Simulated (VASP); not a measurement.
# BAs (F-43m) in VASP: elastic constants with PBEsol

Aim: the elastic constants of BAs with PBEsol.

Program: VASP 6.6.1. These are calculated values, not measurements. Logs are shortened: lines on timing, memory, paths and dates and some standing lists are left out, and cuts for length are marked.

## Step 1: Starting point

Symmetry: F-43m, No. 216, cubic system. The conventional cell has a = 4.768 Å, b = 4.768 Å, c = 4.768 Å, α = 90.00°, β = 90.00°, γ = 90.00°. Around B (site symmetry -43m) lie 4 As at 2.06 Å. Around As (site symmetry -43m) lie 4 B at 2.06 Å.

## Step 2: Elastic constants, PBEsol

INCAR reads:

```
SYSTEM = BAs
PREC     = Accurate       ! precision mode
ENCUT    = 600            ! plane-wave cutoff, eV
EDIFF    = 1E-8           ! SCF threshold, eV
ISMEAR   = 0              ! smearing method
SIGMA    = 0.05           ! smearing width, eV
LREAL    = .FALSE.        ! projectors in reciprocal space
LASPH    = .TRUE.         ! aspherical terms in the spheres
NELM     = 100            ! most SCF steps
ALGO     = Fast           ! electronic algorithm
ISIF     = 3              ! what is computed and relaxed
LWAVE    = .FALSE.        ! write WAVECAR
LCHARG   = .FALSE.        ! write CHGCAR
GGA      = PS             ! functional
IBRION   = 6              ! ionic algorithm
NFREE    = 2            
POTIM    = 0.015          ! step
NSW      = 1              ! ionic steps
```

KPOINTS reads:

```
regular mesh
0
G
  12 12 12
  0 0 0
```

POSCAR reads:

```
BAs
1.0
    0.0000000000      2.3839417728      2.3839417728
    2.3839417728      0.0000000000      2.3839417728
    2.3839417728      2.3839417728      0.0000000000
B As
1 1
Direct
    0.0000000000      0.0000000000      0.0000000000
    0.7500000000      0.7500000000      0.7500000000
```

Potentials or basis: VASP PAW PBE potentials, release 64 (B, As).

Started as:

```
cat potpaw_PBE.64/B/POTCAR potpaw_PBE.64/As/POTCAR > POTCAR
mpirun -np 1 vasp_std > vasp.out
```

OUTCAR:

```text
SYSTEM = BAs
   PREC = Accurate
   ENCUT = 600
   EDIFF = 1E-8
   ISMEAR = 0
   LREAL = .FALSE.
   LASPH = .TRUE.
   NELM = 100
   ISIF = 3
   GGA = PS
   IBRION = 6
   NFREE = 2
   POTIM = 0.015
   NSW = 1

 ion  position               nearest neighbor table
   1  0.000  0.000  0.000-   2 2.06   2 2.06   2 2.06   2 2.06
   2  0.750  0.750  0.750-   1 2.06   1 2.06   1 2.06   1 2.06

  LATTYP: Found a face centered cubic cell.
 ALAT       =     4.7678835456

  Lattice vectors:

 A1 = (   0.0000000000,   2.3839417728,   2.3839417728)
 A2 = (   2.3839417728,   0.0000000000,   2.3839417728)
 A3 = (   2.3839417728,   2.3839417728,   0.0000000000)

Analysis of symmetry for initial positions (statically):
=====================================================================
 Subroutine PRICEL returns:
 Original cell was already a primitive cell.

 Routine SETGRP: Setting up the symmetry group for a
 face centered cubic supercell.

 Subroutine GETGRP returns: Found 24 space group operations
 (whereof 24 operations were pure point group operations)
 out of a pool of 48 trial point group operations.

The static configuration has the point symmetry T_d .

Analysis of symmetry for dynamics (positions and initial velocities):
=====================================================================
 Subroutine PRICEL returns:
 Original cell was already a primitive cell.

 Routine SETGRP: Setting up the symmetry group for a
 face centered cubic supercell.

 Subroutine GETGRP returns: Found 24 space group operations
 (whereof 24 operations were pure point group operations)
 out of a pool of 48 trial point group operations.

The dynamic configuration has the point symmetry T_d .

 Subroutine INISYM returns: Found 24 space group operations
 (whereof 24 operations are pure point group operations),
 and found     1 'primitive' translations

----------------------------------------------------------------------------------------

                                     Primitive cell

  volume of cell :      27.0967

  direct lattice vectors                    reciprocal lattice vectors
     0.000000000  2.383941773  2.383941773    -0.209736666  0.209736666  0.209736666
     2.383941773  0.000000000  2.383941773     0.209736666 -0.209736666  0.209736666
     2.383941773  2.383941773  0.000000000     0.209736666  0.209736666 -0.209736666

  length of vectors
     3.371402787  3.371402787  3.371402787     0.363274562  0.363274562  0.363274562

  position of ions in fractional coordinates (direct lattice)
     0.000000000  0.000000000  0.000000000
     0.750000000  0.750000000  0.750000000

  ion indices of the primitive-cell ions
   primitive index   ion index
                 1           1
                 2           2

----------------------------------------------------------------------------------------

 KPOINTS: regular mesh

Automatic generation of k-mesh.
 Grid dimensions read from file:
 generate k-points for:   12   12   12

 Generating k-lattice:

[... 110 lines left out ...]
  free energy    TOTEN  =       -12.20464183 eV

  energy without entropy =      -12.20464183  energy(sigma->0) =      -12.20464183

------------------------ aborting loop because EDIFF is reached ----------------------------------------

  FORCE on cell =-STRESS in cart. coord.  units (eV):
  Direction    XX          YY          ZZ          XY          YZ          ZX
  --------------------------------------------------------------------------------------
  -------------------------------------------------------------------------------------
  Total        0.1474497      0.1474497      0.1474497     -0.0000000     -0.0000000     -0.0000000
  in kB        8.7184170      8.7184170      8.7184170     -0.0000000     -0.0000000     -0.0000000
  external PRESSURE =       8.7184170 kB  Pullay stress =       0.0000000 kB
[... 89 lines left out ...]
  FREE ENERGIE OF THE ION-ELECTRON SYSTEM (eV)
  ---------------------------------------------------
  free  energy   TOTEN  =       -12.1970328848 eV

  energy  without entropy=      -12.1970328848  energy(sigma->0) =      -12.19703288

[... ionic steps 4 to 14 ...]

--------------------------------------- Ionic step       15  -------------------------------------------

 number of electron       8.0000000 magnetization

------------------------ aborting loop because EDIFF is reached ----------------------------------------
[... 67 lines left out ...]
--------------------------------------- Ionic step       17  -------------------------------------------

 number of electron       8.0000000 magnetization

 Free energy of the ion-electron system (eV)
  ---------------------------------------------------
  ext. energy  EPLUGINS =         0.00000000
  ---------------------------------------------------
  free energy    TOTEN  =       -12.20274894 eV

  energy without entropy =      -12.20274894  energy(sigma->0) =      -12.20274894

 E-fermi :   6.4537     XC(G=0): -10.7555

 val. band max:        6.2127929682   @ k =   0.0000   0.0000   0.0000
 cond. band min:       7.1803876403   @ k =   0.0000   0.4167   0.4167
 fundamental gap:      0.9675946722
 Fermi energy:         6.4536871599

 k-point     1 :       0.0000    0.0000    0.0000
  band No.  band energies     occupation
      1      -9.3827      2.00000
      2       6.0005      2.00000
      3       6.1077      2.00000
      4       6.2128      2.00000
      5       9.2725      0.00000
      6       9.3525      0.00000
      7       9.4355      0.00000
      8      10.8614      0.00000
[... 243 lines left out ...]
 k-point    24 :      -0.4167    0.1667    0.0000
  band No.  band energies     occupation
      1      -6.1889      2.00000
      2      -2.3325      2.00000
      3       2.0765      2.00000
      4       3.7490      2.00000
      5       9.2800      0.00000
      6      11.6143      0.00000
      7      12.0777      0.00000
      8      15.2809      0.00000

 [... further k-points ...]

------------------------ aborting loop because EDIFF is reached ----------------------------------------

  FORCE on cell =-STRESS in cart. coord.  units (eV):
  Direction    XX          YY          ZZ          XY          YZ          ZX
  --------------------------------------------------------------------------------------
  -------------------------------------------------------------------------------------
  Total        0.1476587      0.1512930      0.1512930      0.0000000     -0.1177244      0.0000000
  in kB        8.7307730      8.9456648      8.9456648      0.0000000     -6.9608169      0.0000000
  external PRESSURE =       8.8740342 kB  Pullay stress =       0.0000000 kB
[... 17 lines left out ...]
  FREE ENERGIE OF THE ION-ELECTRON SYSTEM (eV)
  ---------------------------------------------------
  free  energy   TOTEN  =       -12.2027489396 eV

  energy  without entropy=      -12.2027489396  energy(sigma->0) =      -12.20274894

 INTERNAL STRAIN TENSORS FROM STRAINED CELLS
 ============================================

 INTERNAL STRAIN TENSOR FOR ION    1 for displacements in x,y,z  (eV/Angst):
          X           Y           Z          XY          YZ          ZX
  --------------------------------------------------------------------------------
  x     0.00000    -0.00000    -0.00000     0.00000    -7.84972    -0.00000
  y     0.00000     0.00000    -0.00000     0.00000    -0.00000    -7.84979
  z     0.00000     0.00000    -0.00000    -7.84988    -0.00000     0.00000

 INTERNAL STRAIN TENSORS FROM DISPLACED ATOMS
 ============================================

 INTERNAL STRAIN TENSOR FOR ION    1 for displacements in x,y,z  (eV/Angst):
          X           Y           Z          XY          YZ          ZX
  --------------------------------------------------------------------------------
  x     0.00000     0.00000     0.00000     0.00000    -7.84388     0.00000
  y    -0.00000     0.00000    -0.00000     0.00000     0.00000    -7.84388
  z     0.00000     0.00000     0.00000    -7.84388     0.00000     0.00000

 INTERNAL STRAIN TENSOR FOR ION    2 for displacements in x,y,z  (eV/Angst):
          X           Y           Z          XY          YZ          ZX
  --------------------------------------------------------------------------------
  x     0.00000     0.00000     0.00000     0.00000     7.84925     0.00000
  y    -0.00000     0.00000    -0.00000     0.00000     0.00000     7.84925
  z     0.00000     0.00000     0.00000     7.84925     0.00000     0.00000

 Eigenvectors and eigenvalues of the dynamical matrix
 ----------------------------------------------------

   1 f  =   20.861787 THz   131.078476 2PiTHz  695.874321 cm-1    86.277381 meV
             X         Y         Z           dx          dy          dz
      0.000000  0.000000  0.000000     0.000000    0.934822    0.000000
      3.575913  3.575913  3.575913     0.000000   -0.355117    0.000000
[... 21 lines left out ...]
   6 f/i=    0.000226 THz     0.001420 2PiTHz    0.007541 cm-1     0.000935 meV
             X         Y         Z           dx          dy          dz
      0.000000  0.000000  0.000000     0.000000    0.000000   -0.355117
      3.575913  3.575913  3.575913     0.000000    0.000000   -0.934822

--------------------------------------------------------------------------------------------------------

 ELASTIC MODULI CONTR FROM IONIC RELAXATION (kBar)
 Direction    XX          YY          ZZ          XY          YZ          ZX
 --------------------------------------------------------------------------------
 XX          -0.0000     -0.0000     -0.0000     -0.0000     -0.0000      0.0000
 YY          -0.0000     -0.0000     -0.0000     -0.0000     -0.0000     -0.0000
 ZZ          -0.0000     -0.0000     -0.0000     -0.0000     -0.0000      0.0000
 XY          -0.0000     -0.0000     -0.0000   -216.3783      0.0000      0.0000
 YZ          -0.0000     -0.0000     -0.0000      0.0000   -216.3783      0.0000
 ZX           0.0000     -0.0000      0.0000      0.0000      0.0000   -216.3783
 --------------------------------------------------------------------------------

 TOTAL ELASTIC MODULI (kBar)
 Direction    XX          YY          ZZ          XY          YZ          ZX
 --------------------------------------------------------------------------------
 XX        2800.1177    752.4171    752.4171      0.0000     -0.0000     -0.0000
 YY         752.4171   2800.1177    752.4171     -0.0000     -0.0000     -0.0000
 ZZ         752.4171    752.4171   2800.1177     -0.0000     -0.0000     -0.0000
 XY           0.0000     -0.0000     -0.0000   1505.0574      0.0000      0.0000
 YZ          -0.0000     -0.0000     -0.0000      0.0000   1505.0574      0.0000
 ZX          -0.0000     -0.0000     -0.0000      0.0000      0.0000   1505.0574
 --------------------------------------------------------------------------------
```

Wall time 6.2 min (1 thread of Intel Xeon 6975P-C (Granite Rapids), shared host); peak memory 0.38 GiB.

Results:

```
Elastic constants C11, C12, C44                         : 280, 75, 151 GPa
Voigt bulk modulus                                      : 143 GPa
Highest phonon frequency at Γ, LO-TO splitting left out : 696 cm⁻¹
```

Phonon frequencies in cm⁻¹ (negative: imaginary):
| q point | frequencies |
| --- | --- |
| (0.000, 0.000, 0.000) | 0 0 0 696 696 696 |

Elastic tensor in Voigt notation (GPa, in the Cartesian axes of the cell as first typed):
```
280  75  75   0   0   0
 75 280  75   0   0   0
 75  75 280   0   0   0
  0   0   0 151   0   0
  0   0   0   0 151   0
  0   0   0   0   0 151
```

Clamped-ion elastic tensor (GPa):
```
280  75  75   0   0   0
 75 280  75   0   0   0
 75  75 280   0   0   0
  0   0   0 172   0   0
  0   0   0   0 172   0
  0   0   0   0   0 172
```

Caveat: the PAW data sets were made with another functional, which shifts forces and pressure a little.
